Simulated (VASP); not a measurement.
# AlNi in VASP: notebook, part 2 of 2

VASP 6.6.1. The steps go on from the part before.

### Step 3. Single point, PBE+D3(BJ) (clean slab, lower half held)

INCAR reads:

```
SYSTEM = AlNi
PREC = Accurate
ENCUT = 520
EDIFF = 1E-6
ISMEAR = 0
SIGMA = 0.1
LREAL = Auto
LASPH = .True.
NELM = 100
ALGO = Fast
ISIF = 2
LWAVE = .False.
LCHARG = .False.
LDIPOL = .True.
IDIPOL = 3
DIPOL = 0.5 0.5 0.500
GGA = PE
IVDW = 12
NBANDS = 66
```

KPOINTS reads:

```
regular mesh
0
Gamma
  5 7 1
  0 0 0
```

POSCAR reads:

```
AlNi
1.0
    5.7148460082      0.0000000000      0.0000000000
    0.0000000000      4.0410063658      0.0000000000
    0.0000000000      0.0000000000     23.0615095488
Al Ni
8 8
Direct
    0.0000000000      0.5000000000      0.3685795148
    0.5000000000      0.5000000000      0.3685795148
    0.0000000000      0.0000000000      0.4561931716
    0.5000000000      0.0000000000      0.4561931716
    0.0000000000      0.5000000000      0.5441520777
    0.5000000000      0.5000000000      0.5441520777
    0.0000000000      0.0000000000      0.6357331160
    0.5000000000      0.0000000000      0.6357331160
    0.2500000000      0.0000000000      0.3685795148
    0.7500000000      0.0000000000      0.3685795148
    0.2500000000      0.5000000000      0.4561931716
    0.7500000000      0.5000000000      0.4561931716
    0.2500000000      0.0000000000      0.5426893168
    0.7500000000      0.0000000000      0.5426893168
    0.2500000000      0.5000000000      0.6278720446
    0.7500000000      0.5000000000      0.6278720446
```

Potentials or basis: VASP PAW PBE potentials, release 64 (Al, Ni).

Launch:

```bash
cat potpaw_PBE.64/Al/POTCAR potpaw_PBE.64/Ni/POTCAR > POTCAR
mpirun -np 1 vasp_std > vasp.out
```

OUTCAR:

```text
SYSTEM = AlNi
   PREC = Accurate
   ENCUT = 520
   EDIFF = 1E-6
   ISMEAR = 0
   LREAL = Auto
   LASPH = .True.
   NELM = 100
   ISIF = 2
   GGA = PE
   IVDW = 12
 IVDW          = 12

 ion  position               nearest neighbor table
   1  0.000  0.500  0.369-  11 2.47  12 2.47   9 2.47  10 2.47   9 2.47  10 2.47   3 2.86   3 2.86
                             2 2.86   2 2.86
   2  0.500  0.500  0.369-  11 2.47  12 2.47   9 2.47  10 2.47   9 2.47  10 2.47   4 2.86   4 2.86
                             1 2.86   1 2.86
   3  0.000  0.000  0.456-  13 2.45  14 2.45   9 2.47  10 2.47  11 2.47  12 2.47  11 2.47  12 2.47
                             1 2.86   1 2.86   4 2.86   4 2.86   5 2.86   5 2.86
   4  0.500  0.000  0.456-  13 2.45  14 2.45   9 2.47  10 2.47  11 2.47  12 2.47  11 2.47  12 2.47
                             2 2.86   2 2.86   3 2.86   3 2.86   6 2.86   6 2.86
   5  0.000  0.500  0.544-  15 2.40  16 2.40  13 2.47  14 2.47  13 2.47  14 2.47  11 2.48  12 2.48
                             6 2.86   6 2.86   3 2.86   3 2.86   7 2.92   7 2.92
   6  0.500  0.500  0.544-  15 2.40  16 2.40  13 2.47  14 2.47  13 2.47  14 2.47  11 2.48  12 2.48
                             5 2.86   5 2.86   4 2.86   4 2.86   8 2.92   8 2.92
   7  0.000  0.000  0.636-  15 2.48  16 2.48  15 2.48  16 2.48  13 2.58  14 2.58   8 2.86   8 2.86
                             5 2.92   5 2.92
   8  0.500  0.000  0.636-  15 2.48  16 2.48  15 2.48  16 2.48  13 2.58  14 2.58   7 2.86   7 2.86
                             6 2.92   6 2.92
[... 1047 lines left out ...]

 Edisp (eV)   -5.28787

 E8    (eV) :    -2.4222

  FORCE on cell =-STRESS in cart. coord.  units (eV):
  Direction    XX          YY          ZZ          XY          YZ          ZX
  --------------------------------------------------------------------------------------
  -------------------------------------------------------------------------------------
  Total      -7.78850    -6.21690     0.08325     0.00000     0.00000     0.00000
  in kB     -23.43057   -18.70261     0.25043     0.00000     0.00000     0.00000
  external pressure =      -13.96 kB  Pullay stress =        0.00 kB

 VOLUME and BASIS-vectors are now :
 -----------------------------------------------------------------------------
  energy-cutoff  :      520.00
  volume of cell :      532.58
      direct lattice vectors                 reciprocal lattice vectors
     5.714846008  0.000000000  0.000000000     0.174982843  0.000000000  0.000000000
     0.000000000  4.041006366  0.000000000     0.000000000  0.247463109  0.000000000
     0.000000000  0.000000000 23.061509549     0.000000000  0.000000000  0.043362296

 POSITION                                       TOTAL-FORCE (eV/Angst)
 -----------------------------------------------------------------------------------
      0.00000      2.02050      8.50000        -0.000000     -0.000000     -0.579018
      2.85742      2.02050      8.50000        -0.000000     -0.000000     -0.579018
      0.00000      0.00000     10.52050        -0.000000     -0.000000     -0.392579
      2.85742      0.00000     10.52050        -0.000000     -0.000000     -0.392579
      0.00000      2.02050     12.54897        -0.000000     -0.000000      0.012911
      2.85742      2.02050     12.54897        -0.000000     -0.000000      0.012911
[... 8 lines left out ...]
      1.42871      2.02050     14.47968        -0.000000     -0.000000      0.007664
      4.28613      2.02050     14.47968        -0.000000     -0.000000      0.007664
 -----------------------------------------------------------------------------------
    total drift:                                0.000000      0.000000     -0.014968

  FREE ENERGIE OF THE ION-ELECTRON SYSTEM (eV)
  ---------------------------------------------------
  free  energy   TOTEN  =       -84.9615851456 eV

  energy  without entropy=      -84.8932524580  energy(sigma->0) =      -84.92741880

 vacuum level on the upper side and lower side of the slab         5.183         5.320
```

OSZICAR:

```text
N       E                     dE             d eps       ncg     rms          rms(c)
DAV:   1     0.690244542637E+03    0.69024E+03   -0.41747E+04  1592   0.142E+03
DAV:   2    -0.355094714534E+02   -0.72575E+03   -0.70226E+03  1672   0.336E+02
DAV:   3    -0.899585887826E+02   -0.54449E+02   -0.52954E+02  1790   0.130E+02
[... 22 lines left out ...]
RMM:  26    -0.796736972827E+02   -0.41857E-04   -0.40466E-06  1229   0.735E-03    0.247E-03
RMM:  27    -0.796737100807E+02   -0.12798E-04   -0.11113E-06  1052   0.492E-03    0.106E-03
RMM:  28    -0.796737160676E+02   -0.59868E-05   -0.51425E-07  1004   0.288E-03    0.577E-04
RMM:  29    -0.796737172895E+02   -0.12219E-05   -0.16135E-07   938   0.225E-03    0.510E-04
RMM:  30    -0.796737182748E+02   -0.98528E-06   -0.93306E-08   869   0.159E-03
   1 F= -.84961585E+02 E0= -.84927419E+02  d E =-.683327E-01
```

Wall time 10 min (1 thread of Intel Xeon 6975P-C (Granite Rapids), shared host); peak memory 0.68 GiB.

Results:

```
Free energy                : -84.9616 eV
Largest force              : 0.579 eV/Å
Band gap on the k mesh     : none (metal or under the smearing width)
Dispersion energy per atom : -0.330 eV
```

Forces on the atoms (eV/Å):
```
Al   0.000  0.000 -0.579
Al   0.000  0.000 -0.579
Al   0.000  0.000 -0.393
Al   0.000  0.000 -0.393
Al   0.000  0.000  0.013
Al   0.000  0.000  0.013
Al   0.000  0.000 -0.018
Al   0.000  0.000 -0.018
Ni   0.000  0.000  0.548
Ni   0.000  0.000  0.548
Ni   0.000  0.000  0.413
Ni   0.000  0.000  0.413
Ni   0.000  0.000  0.008
Ni   0.000  0.000  0.008
Ni   0.000  0.000  0.008
Ni   0.000  0.000  0.008
```

Spin polarisation is off, so any magnetic state and its effect on volume and gap are missing.
